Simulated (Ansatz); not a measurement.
# AlAs: the cost of one run

Computed with Ansatz 0.2.0 (DFT LDA, scalar-relativistic, plane waves, PAW).

1 further run of the same task is left out (set aside as unsound or not needed).

### Step 1. The structure to begin with

It takes space group F-43m (No. 216, cubic). Conventional cell: a = 5.661 Å, b = 5.661 Å, c = 5.661 Å, α = 90.00°, β = 90.00°, γ = 90.00°. Around Al (site symmetry -43m) lie 4 As at 2.45 Å. As (site symmetry -43m) has 4 Al at 2.45 Å as nearest neighbours.

Coordinates:

```cif
data_structure
_symmetry_space_group_name_H-M 'F-43m'
_symmetry_Int_Tables_number 216
_cell_length_a 5.6608
_cell_length_b 5.6608
_cell_length_c 5.6608
_cell_angle_alpha 90.000
_cell_angle_beta 90.000
_cell_angle_gamma 90.000
_cell_volume 181.40
loop_
_atom_site_label
_atom_site_type_symbol
_atom_site_symmetry_multiplicity
_atom_site_Wyckoff_symbol
_atom_site_fract_x
_atom_site_fract_y
_atom_site_fract_z
_atom_site_occupancy
Al1 Al 4 a 0.00000 0.00000 0.00000 1
As1 As 4 c 0.25000 0.25000 0.25000 1
```

The structure comes from the Crystallography Open Database.

### Step 2. Functional and cell changed: LDA

The change: strain xx, yy, zz, yz, xz, xy = -3.2, -3.2, -3.2, +0.0, +0.0, +0.0 %.

input.yaml

```yaml
crystal:
  lattice:
    - [0.0, 2.7405348, 2.7405348]
    - [2.7405348, 0.0, 2.7405348]
    - [2.7405348, 2.7405348, 0.0]
  atoms:
    - { symbol: Al, position: [0.0, 0.0, 0.0] }
    - { symbol: As, position: [0.75, 0.75, 0.75] }
basis:
  ecutwfc: 420
kpoints:
  mp_grid: { grid: [8, 8, 8] }
hamiltonian:
  xc: lda
scf:
  occupations: { method: gaussian, width: 0.02 }
output:
  forces: true
  stress: true
  eigenvalues: true
```

Launch:

```bash
> ansatz run input.yaml --threads 1 --pin off --max-ram 1331MiB --backend cpu --events-out ev --progress --plain --runs-dir out
```

What time and memory should one allow on 1 thread of an x86-64 CPU, shared host?

About 3.2 s, with a peak of 0.31 GiB.
